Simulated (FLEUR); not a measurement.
The system is AlRu.

```
CELL_PARAMETERS angstrom
2.99160 0.00000 0.00000
0.00000 2.99160 0.00000
0.00000 0.00000 2.99160
ATOMIC_POSITIONS crystal
Ru 0.50000 0.50000 0.50000
Al 0.00000 0.00000 0.00000
```

* Program: FLEUR MaX-R8.1 (later development tree)
* Task: single point
* Functional: PBE
* Potentials or basis: all-electron
* Basis: FLAPW
* Kmax: 4.41 1/bohr
* k mesh: 9 × 9 × 9
* Occupations: fermi-dirac, width 0.05 eV
* Spin: no spin polarisation
* Gmax: 13.7 1/bohr
* Muffin-tin radii: Ru 2.51, Al 1.88 bohr
* lmax: Ru 10, Al 8
* Local orbitals a species: Ru 5, Al 4
* Max iterations: 60
* Mixing factor: 0.05
* Mixer: Anderson
* Mixer history: 15
* Density convergence: 1e-05 me/bohr^3

On this cell: largest force zero by symmetry; band gap on the k mesh none (metal or under the smearing width).

The same run follows on a disturbed copy (atoms moved at random, drawn with an rms of 0.05 Å):

```xyz
2
Lattice="2.9916 0.0000 0.0000 0.0000 2.9916 0.0000 0.0000 0.0000 2.9916" Properties=species:S:1:pos:R:3 pbc="T T T"
Ru    1.4868    1.5288    1.4593
Al   -0.0129   -0.0264    0.0300
```

Question: What does the disturbed cell give?

Answer: The energy (extrapolated to zero smearing) moves by +15.6 meV/atom; largest force 0.704 eV/Å; band gap on the k mesh none (metal or under the smearing width).

Forces on the atoms (eV/Å):
```
Ru  -0.032 -0.469  0.524
Al   0.032  0.470 -0.524
```
